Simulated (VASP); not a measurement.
# BN (F-43m) in VASP: a series of runs, part 2 of 2

VASP 6.6.1.

## 3. Relaxation of cell and atoms, r2SCAN

The input, INCAR:

```
PREC     = Accurate       # precision mode
ENCUT    = 520            # plane-wave cutoff, eV
EDIFF    = 1E-7           # SCF threshold, eV
ISMEAR   = 0              # smearing method
SIGMA    = 0.02           # smearing width, eV
LREAL    = False          # projectors in reciprocal space
LASPH    = True           # aspherical terms in the spheres
NELM     = 100            # most SCF steps
ALGO     = Normal         # electronic algorithm
ISIF     = 3              # what is computed and relaxed
LWAVE    = False          # write WAVECAR
LCHARG   = False          # write CHGCAR
METAGGA  = R2SCAN         # meta-GGA
LMIXTAU  = True         
IBRION   = 2              # ionic algorithm
NSW      = 80             # ionic steps
EDIFFG   = -0.002         # ionic threshold
```

The input, KPOINTS:

```
regular mesh
0
Gamma
  14 14 14
```

The input, POSCAR:

```
BN                                      
1.0
    0.0000000000      1.8065503229      1.8065503229
    1.8065503229      0.0000000000      1.8065503229
    1.8065503229      1.8065503229      0.0000000000
  B               N             
     1     1
Direct
     0.0000000000000000    0.0000000000000000    0.0000000000000000
     0.2500000000000000    0.2500000000000000    0.2500000000000000
```

Potentials or basis: VASP PAW PBE potentials, release 64 (B, N).

Command:

```bash
> cat potpaw_PBE.64/B/POTCAR potpaw_PBE.64/N/POTCAR > POTCAR
> mpirun -np 1 vasp_std > vasp.out
```

OUTCAR:

```text
PREC = Accurate
   ENCUT = 520
   EDIFF = 1E-7
   ISMEAR = 0
   LREAL = False
   LASPH = True
   NELM = 100
   ISIF = 3
   METAGGA = R2SCAN
   IBRION = 2
   NSW = 80
   EDIFFG = -0.002

 ion  position               nearest neighbor table
   1  0.000  0.000  0.000-   2 1.56   2 1.56   2 1.56   2 1.56
   2  0.250  0.250  0.250-   1 1.56   1 1.56   1 1.56   1 1.56

  LATTYP: Found a face centered cubic cell.
 ALAT       =     3.6131006458

  Lattice vectors:

 A1 = (   0.0000000000,   1.8065503229,   1.8065503229)
 A2 = (   1.8065503229,   0.0000000000,   1.8065503229)
 A3 = (   1.8065503229,   1.8065503229,   0.0000000000)

Analysis of symmetry for initial positions (statically):
=====================================================================
 Subroutine PRICEL returns:
 Original cell was already a primitive cell.

 Routine SETGRP: Setting up the symmetry group for a
 face centered cubic supercell.

 Subroutine GETGRP returns: Found 24 space group operations
 (whereof 24 operations were pure point group operations)
 out of a pool of 48 trial point group operations.

The static configuration has the point symmetry T_d .

Analysis of symmetry for dynamics (positions and initial velocities):
=====================================================================
 Subroutine PRICEL returns:
 Original cell was already a primitive cell.

 Routine SETGRP: Setting up the symmetry group for a
 face centered cubic supercell.

 Subroutine GETGRP returns: Found 24 space group operations
 (whereof 24 operations were pure point group operations)
 out of a pool of 48 trial point group operations.

The dynamic configuration has the point symmetry T_d .

 Subroutine INISYM returns: Found 24 space group operations
 (whereof 24 operations are pure point group operations),
 and found     1 'primitive' translations

----------------------------------------------------------------------------------------

                                     Primitive cell

  volume of cell :      11.7918

  direct lattice vectors                    reciprocal lattice vectors
     0.000000000  1.806550323  1.806550323    -0.276770591  0.276770591  0.276770591
     1.806550323  0.000000000  1.806550323     0.276770591 -0.276770591  0.276770591
     1.806550323  1.806550323  0.000000000     0.276770591  0.276770591 -0.276770591

  length of vectors
     2.554847968  2.554847968  2.554847968     0.479380725  0.479380725  0.479380725

  position of ions in fractional coordinates (direct lattice)
     0.000000000  0.000000000  0.000000000
     0.250000000  0.250000000  0.250000000

  ion indices of the primitive-cell ions
   primitive index   ion index
                 1           1
                 2           2

----------------------------------------------------------------------------------------

 KPOINTS: regular mesh

Automatic generation of k-mesh.
 Grid dimensions read from file:
 generate k-points for:   14   14   14

 Generating k-lattice:

  Cartesian coordinates                     Fractional coordinates (reciprocal lattice)
    -0.019769328  0.019769328  0.019769328     0.071428571  0.000000000  0.000000000
     0.019769328 -0.019769328  0.019769328     0.000000000  0.071428571  0.000000000
     0.019769328  0.019769328 -0.019769328     0.000000000  0.000000000  0.071428571

  Length of vectors
     0.034241480  0.034241480  0.034241480

  Shift w.r.t. Gamma in fractional coordinates (k-lattice)
     0.000000000  0.000000000  0.000000000

 Subroutine IBZKPT returns following result:
 ===========================================

 Found    104 irreducible k-points:

 Following reciprocal coordinates:
            Coordinates               Weight
  0.000000  0.000000  0.000000      1.000000
  0.071429  0.000000  0.000000      8.000000
  0.142857  0.000000  0.000000      8.000000
  0.214286  0.000000  0.000000      8.000000
  0.285714  0.000000  0.000000      8.000000
  0.357143  0.000000  0.000000      8.000000
[... 16 lines left out ...]
  0.214286  0.142857  0.000000     24.000000
  0.285714  0.142857  0.000000     24.000000
 [... further k-points ...]
   k-points           NKPTS =    104   k-points in BZ     NKDIM =    104   number of bands    NBANDS=      8
   number of dos      NEDOS =    301   number of ions     NIONS =      2
   total plane-waves  NPLWV =   8000
   dimension x,y,z NGX =    20 NGY =   20 NGZ =   20
   dimension x,y,z NGXF=    40 NGYF=   40 NGZF=   40
   ions per type =               1   1
   NGX,Y,Z   is equivalent  to a cutoff of  13.01, 13.01, 13.01 a.u.
   NGXF,Y,Z  is equivalent  to a cutoff of  26.03, 26.03, 26.03 a.u.
 SYSTEM =  unknown system
   PREC   = accura    normal or accurate (medium, high low for compatibility)
   ISTART =      0    job   : 0-new  1-cont  2-samecut
   ICHARG =      2    charge: 1-file 2-atom 10-const
   ISPIN  =      1    spin polarized calculation?
   LNONCOLLINEAR =      F non collinear calculations
   LSORBIT =      F    spin-orbit coupling
   LASPH  =      T    aspherical Exc in radial PAW
   ENCUT  =  520.0 eV  38.22 Ry    6.18 a.u.   4.75  4.75  4.75*2*pi/ulx,y,z
   NELM   =    100;   NELMIN=  2; NELMDL= -5     # of ELM steps
   EDIFF  = 0.1E-06   stopping-criterion for ELM
   LREAL  =      F    real-space projection
   EDIFFG = -.2E-02   stopping-criterion for IOM
   NSW    =     80    number of steps for IOM
   IBRION =      2    ionic relax: 0-MD 1-quasi-New 2-CG
   NFREE  =      1    steps in history (QN), initial steepest desc. (CG)
   ISIF   =      3    stress and relaxation
   ISYM   =      2    0-nonsym 1-usesym 2-fastsym
   POTIM  = 0.5000    time-step for ionic-motion
   TEBEG  =    0.0;   TEEND  =   0.0 temperature during run
   PSTRESS=    0.0 pullay stress
   NELECT =       8.0000    total number of electrons
   NUPDOWN=      -1.0000    fix difference up-down
   EMIN   =  10.00;   EMAX   =-10.00  energy-range for DOS
   EFERMI =   0.00;   METHOD = LEGACY
   ISMEAR =     0;   SIGMA  =   0.02  broadening in eV -4-tet -1-fermi 0-gaus
   EFERMI_NEDOS =   21; number of points for ismear=-14 and -15
   IALGO  =     38    algorithm
   IMIX   =      4    mixing-type and parameters
     AMIX     =   0.40;   BMIX     =  1.00
     AMIX_MAG =   1.60;   BMIX_MAG =  1.00
  volume/ion in A,a.u.               =       5.90        39.79
  Fermi-wavevector in a.u.,A,eV,Ry     =   1.438505  2.718381 28.154497  2.069297
  Thomas-Fermi vector in A             =   2.557464
   LORBIT       =      0    0 simple, 1 ext, 2 COOP (PROOUT), +10 PAW based schemes
   METAGGA = R2SCAN    functional components
   LHFCALC =     F    Hartree Fock is set to
   AEXX    =    0.0000 exact exchange contribution
   IVDW    =     0    specifies the selected vdW correction
   LEPSILON=     F    determine dielectric tensor
   LRPA    =     F    only Hartree local field effects (RPA)
 conjugate gradient relaxation of ions
 non-spin polarized calculation
 Gauss-broadening in eV      SIGMA  =   0.02
  energy-cutoff  :      520.00
  volume of cell :       11.79
 maximum number of plane-waves:       332
   NGX =  9   NGY =  9   NGZ =  9

 number of electron       7.9999999 magnetization

 Free energy of the ion-electron system (eV)
  ---------------------------------------------------
  ext. energy  EPLUGINS =         0.00000000
  ---------------------------------------------------
  free energy    TOTEN  =       -19.17177468 eV

  energy without entropy =      -19.17177468  energy(sigma->0) =      -19.17177468

 E-fermi :   7.4490     XC(G=0): -13.6547

 val. band max:        7.2618819160   @ k =   0.0000   0.0000   0.0000
 cond. band min:      12.2398588925   @ k =   0.5000   0.5000   0.0000
 fundamental gap:      4.9779769765
 Fermi energy:         7.4489760354

 k-point     1 :       0.0000    0.0000    0.0000
  band No.  band energies     occupation
      1     -14.0476      2.00000
      2       7.2619      2.00000
      3       7.2619      2.00000
      4       7.2619      2.00000
      5      16.7959      0.00000
      6      16.7959      0.00000
      7      16.7959      0.00000
      8      18.3511      0.00000
[... 243 lines left out ...]
 k-point    24 :       0.2857    0.1429    0.0000
  band No.  band energies     occupation
      1     -12.2217      2.00000
      2       1.9880      2.00000
      3       4.8269      2.00000
      4       5.3195      2.00000
      5      16.1928      0.00000
      6      19.7488      0.00000
      7      20.3170      0.00000
      8      20.9704      0.00000

 [... further k-points ...]

------------------------ aborting loop because EDIFF is reached ----------------------------------------

  FORCE on cell =-STRESS in cart. coord.  units (eV):
  Direction    XX          YY          ZZ          XY          YZ          ZX
  --------------------------------------------------------------------------------------
  -------------------------------------------------------------------------------------
  Total        0.0009273      0.0009273      0.0009273      0.0000000     -0.0000000     -0.0000000
  in kB        0.1259881      0.1259881      0.1259881      0.0000000     -0.0000000     -0.0000000
  external PRESSURE =       0.1259881 kB  Pullay stress =       0.0000000 kB

 VOLUME and BASIS-vectors are now :
 -----------------------------------------------------------------------------
  energy-cutoff  :      520.00
  volume of cell :       11.79
      direct lattice vectors                 reciprocal lattice vectors
     0.000000000  1.806550323  1.806550323    -0.276770591  0.276770591  0.276770591
     1.806550323  0.000000000  1.806550323     0.276770591 -0.276770591  0.276770591
     1.806550323  1.806550323  0.000000000     0.276770591  0.276770591 -0.276770591

 POSITION                                       TOTAL-FORCE (eV/Angst)
 -----------------------------------------------------------------------------------
      0.00000      0.00000      0.00000        -0.000000     -0.000000     -0.000000
      0.90328      0.90328      0.90328         0.000000      0.000000      0.000000
 -----------------------------------------------------------------------------------
    total drift:                                0.000000      0.000000      0.000000

  FREE ENERGIE OF THE ION-ELECTRON SYSTEM (eV)
  ---------------------------------------------------
  free  energy   TOTEN  =       -19.1717746810 eV

  energy  without entropy=      -19.1717746810  energy(sigma->0) =      -19.17177468

 reached required accuracy - stopping structural energy minimisation
```

Wall time 25 s (1 thread of Intel Xeon 6975P-C (Granite Rapids), shared host); peak memory 0.13 GiB.

Results:

```yaml
Free_energy: -19.1718 eV
Pressure_after_relaxing: 0.0 GPa
Band_gap_on_the_k_mesh: 4.98 eV, indirect (least direct gap 9.53 eV)
```

Final structure:
```
B N
1.0
     0.00000    1.80655    1.80655
     1.80655    0.00000    1.80655
     1.80655    1.80655    0.00000
B N
1 1
Direct
  0.00000 0.00000 0.00000
  0.25000 0.25000 0.25000
```

Caveat: the relaxation stopped at its first step, so nothing moved; the PAW data sets were made with another functional, which shifts forces and pressure a little. r2SCAN opens gaps a little over a GGA but as a rule still falls short of measured ones.
